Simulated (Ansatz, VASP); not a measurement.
## One calculation of MnO, two programs

Contents of INCAR:

```
SYSTEM = MnO
PREC = Accurate ; ENCUT = 520
EDIFF = 1E-6 ; ISMEAR = -1
SIGMA = 0.05 ; LREAL = .FALSE.
LASPH = .TRUE. ; NELM = 150
ALGO = Normal ; ISIF = 2
LWAVE = .FALSE. ; LCHARG = .TRUE.
ISPIN = 2 ; MAGMOM = 4 0
LORBIT = 11 ; LMAXMIX = 4
GGA = PE ; LELF = .TRUE.
LVHAR = .TRUE. ; NBANDS = 20
```

The input KPOINTS:

```
regular mesh
0
G
  13 13 13
  0 0 0
```

The input POSCAR:

```
MnO
1.0
    0.0000000000      2.2197066550      2.2197066550
    2.2197066550      0.0000000000      2.2197066550
    2.2197066550      2.2197066550      0.0000000000
Mn O
1 1
Direct
    0.0000000000      0.0000000000      0.0000000000
    0.5000000000      0.5000000000      0.5000000000
```

Input for Ansatz:

```yaml
crystal:
  lattice:
    - [0.0, 2.219706655, 2.219706655]
    - [2.219706655, 0.0, 2.219706655]
    - [2.219706655, 2.219706655, 0.0]
  atoms:
    - { symbol: Mn, position: [0.0, 0.0, 0.0], spin: 4.0 }
    - { symbol: O, position: [0.5, 0.5, 0.5] }
magnetization:
  spin_polarized: true
kpoints:
  mp_grid: { grid: [13, 13, 13] }
scf:
  occupations: { method: fermi_dirac, width: 0.05 }
hamiltonian:
  xc: pbe
  pseudopotentials: { kind: all_electron, lapw: { basis_error: 0.001 } }
output:
  forces: true
  stress: true
  eigenvalues: true
basis:
  ecutwfc: 320
```

Alike in both runs: task single point; functional PBE; k mesh 13 × 13 × 13; occupations fermi-dirac, width 0.05 eV; collinear spin.

|  | VASP | Ansatz |
| --- | --- | --- |
| version | VASP 6.6.1 | Ansatz 0.2.0 |
| potentials or method | VASP PAW PBE potentials, release 64 (Mn_pv, O) | all-electron LAPW, scalar-relativistic |
| plane-wave cutoff (eV) | 520 | see its input |

|  | VASP | Ansatz | Ansatz less VASP |
| --- | --- | --- | --- |
| pressure (GPa) | 0.2 | 0.0 | -0.16 |
| net moment per atom (μB) | 2.37 | 2.37 | 0.000 |
| size of the moment on the site where the two differ most (μB) | 0.20 | 0.23 | +0.029 |

Site moments also hang on the region over which each program counts them. Ansatz ran all-electron here, so the differences hold the error of VASP's frozen core and of both bases.

Caveats: a cell with one magnetic atom can't hold antiferromagnetic order, which such compounds often take; semilocal functionals often make such compounds metallic where correlation or magnetic order opens a gap, which also shifts bond lengths.
